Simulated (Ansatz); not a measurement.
Mulliken charges of C₂H₂Cl₂ (`Cl/C=C\Cl`) from PBE/def2-TZVPP in Ansatz (PBE0-D4/def2-TZVP geometry).

```json
{"atom": "Cl1", "x (Å)": "0.715", "y (Å)": "-1.874", "z (Å)": "-0.448", "charge (e)": "-0.057"}
{"atom": "C2", "x (Å)": "0.642", "y (Å)": "-0.223", "z (Å)": "-0.029", "charge (e)": "-0.064"}
{"atom": "C3", "x (Å)": "-0.475", "y (Å)": "0.476", "z (Å)": "0.101", "charge (e)": "-0.064"}
{"atom": "Cl4", "x (Å)": "-2.046", "y (Å)": "-0.147", "z (Å)": "-0.128", "charge (e)": "-0.057"}
{"atom": "H5", "x (Å)": "1.603", "y (Å)": "0.245", "z (Å)": "0.133", "charge (e)": "0.121"}
{"atom": "H6", "x (Å)": "-0.439", "y (Å)": "1.523", "z (Å)": "0.370", "charge (e)": "0.121"}
```

Question: By hand: the dipole of these point charges (1 e Å = 4.8032 D).

Answer: Σ q r = (0.206, 0.313, 0.089) e Å, of length 0.385 e Å = 1.85 D.

Question: How does the dipole of the full density compare? (Best estimate.)

Answer: Ansatz gave: (0.184, 0.279, 0.080) e Å, 1.65 D; the point charges give 1.12 times that, at 0° from its direction.

Point charges leave out the atoms' own dipoles, such as those of lone pairs, and Mulliken's split depends on the basis, so the close match here is no proof of good charges.
